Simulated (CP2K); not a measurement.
Runs of CP2K 2026.2 on CdTe. The structure is cubic, space group F-43m (No. 216). The conventional cell has a = 6.410 Å, b = 6.410 Å, c = 6.410 Å, α = 90.00°, β = 90.00°, γ = 90.00°. Te (site symmetry -43m) is surrounded by 4 Cd at 2.78 Å. Cd (site symmetry -43m) is surrounded by 4 Te at 2.78 Å. 

```tsv
task	level	potentials or basis	cell	smearing	NGRIDS	gap on the mesh (eV)	pressure (GPa)
single point	LDA	GTH_POTENTIALS Te GTH-PADE-q6, Cd GTH-PADE-q12; TZVP-MOLOPT-PBE-GTH basis	the cell as VASP's run set it	gaussian 0.05 eV	5	0.65	(a)
single point	PBE	POTENTIAL_UZH Te GTH-PBE-q6, Cd GTH-PBE-q12; TZVP-MOLOPT-PBE-GTH basis	as given	fermi-dirac 0.05 eV	4	0.88	4.9
single point	PBE	POTENTIAL_UZH Te GTH-PBE-q6, Cd GTH-PBE-q12; TZVP-MOLOPT-PBE-GTH basis	the cell as VASP's run set it	gaussian 0.05 eV	4	0.88	4.9
single point	PBE	POTENTIAL_UZH Te GTH-PBE-q6, Cd GTH-PBE-q12; TZVP-MOLOPT-PBE-GTH basis	atoms moved at random, drawn with an rms of 0.05 Å	fermi-dirac 0.05 eV	4	0.82	5.0
```

Alike in all rows: no spin polarisation; k mesh 7 × 7 × 7.

Q: Estimate the missing entries.

A: (a) 0.5.

Caveats: spin-orbit coupling is left out, which moves the levels of the heavy elements; the basis of atomic orbitals isn't converged, which shifts pressures, moduli and gaps.

A k mesh can miss the band edges, and the runs leave out spin-orbit coupling on Cd, Te.
